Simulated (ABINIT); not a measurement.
Runs of ABINIT 10.8.3 (patched build) on MoP. Symmetry: P-6m2, No. 187, hexagonal system. Conventional cell: a = 3.223 Å, b = 3.223 Å, c = 3.191 Å, α = 90.00°, β = 90.00°, γ = 120.00°. Mo (site symmetry -6m2) has 6 P at 2.45 Å as nearest neighbours. Around P (site symmetry -6m2) lie 6 Mo at 2.45 Å. 

| task | level | potentials or basis | k mesh | mesh quality | gap on the mesh (eV) | pressure (GPa) | V0 of scaled cells (Å³/atom) | B0 (GPa) |
| --- | --- | --- | --- | --- | --- | --- | --- | --- |
| equation of state | RPBE | JTH PAW PBE v2.0 | 10 × 10 × 8 | not flagged | - | - | (b) | 216 |
| single point | PBEsol | JTH PAW PBE v2.0 | 13 × 13 × 10 | not flagged | none | -3.1 | - | - |
| band structure | RPBE | JTH PAW PBE v2.0 | 10 × 10 × 8 | not flagged | none | 5.4 | - | - |
| band structure | SOGGA | JTH PAW PBE v2.0 | 10 × 10 × 8 | not flagged | none | -5.7 | - | - |
| band structure | PW91 | JTH PAW PBE v2.0 | 10 × 10 × 8 | not flagged | none | 3.6 | - | - |
| single point | PBE | JTH PAW PBE v2.0 | 6 × 6 × 5 | coarse | none | 3.1 | - | - |
| equation of state | LDA | JTH PAW LDA v2.0 | 10 × 10 × 8 | not flagged | - | - | 13.93 | (c) |
| band structure | revPBE | JTH PAW PBE v2.0 | 10 × 10 × 8 | not flagged | none | (a) | - | - |

Alike in all rows: no spin polarisation; cell as given; cutoff (eV) 544; smearing fermi-dirac 0.05 eV.

Question: Fill in the values left out.

Answer: (a) 4.7; (b) 14.71; (c) 251.

Caveats: some runs use coarse meshes; the PAW data sets were made with another functional, which shifts forces and pressure a little (some runs); pressures at fixed basis lie under the slope of the energies (some runs); the cell was scaled at fixed shape and fractional positions, which overstates the stiffness of a crystal with free parameters, most of all of layers and chains (some runs).

A k mesh can miss the band edges, and the runs leave out spin-orbit coupling on Mo.

A gap of «none» marks a metal or a gap under the smearing width.
